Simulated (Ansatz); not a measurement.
Consider the hydrogen abstraction from a Ge–H bond: `[OH][GeH2][GeH3]` + `F[C](F)F`• → `[OH][GeH][GeH3]`• + trifluoromethane.

Calculated with Ansatz (gas phase, PBE0-D4/def2-TZVP geometries, no zero-point term in ΔE). CBS: MP2 limit from def2 TZ/QZ plus the TZ coupled-cluster correction, frozen cores. This one scheme is used for every species. DFT in def2-TZVPP. HSE06 is defined as in plane-wave codes. Open shells (•) are unrestricted, without spin–orbit coupling. For Ge outer-core shells are correlated without core-valence functions, which leaves a few kJ/mol of doubt a bond. Scalar relativity is left out up to krypton. One conformer a species, not always the lowest.

Is it downhill or uphill in electronic energy at CCSD(T)/CBS, and by how much? (An estimate is asked.)

The calculation gave: Downhill: ΔE = -112.6 kJ/mol.

What do these levels give: LDA (SPW92), B97M-V, BHLYP-D4, PBE-QIDH, BLYP, r2SCAN, HSE06, HF/def2-SVP, CCSD/def2-SVP, CCSD(T)/def2-SVP, CCSD/def2-TZVPP, HF/CBS(def2)? (An estimate is asked.)

Computed: LDA (SPW92) -120.7, B97M-V -111.9, BHLYP-D4 -110.3, PBE-QIDH -110.3, BLYP -116.1, r2SCAN -105.4, HSE06 -111.8, HF/def2-SVP -93.2, CCSD/def2-SVP -107.3, CCSD(T)/def2-SVP -107.7, CCSD/def2-TZVPP -110.7, HF/CBS(def2) -92.5 kJ/mol.

Largest T1 diagnostic among the species: 0.014.

From PBE to PBE0 (25 % exact exchange), in def2-TZVPP and without D4, ΔE moves by +3.1 kJ/mol. In def2-TZVPP, CCSD(T) changes the Hartree–Fock value by −18.9 kJ/mol (the triples alone add −1.2 kJ/mol) and MP2 by −22.2 kJ/mol.
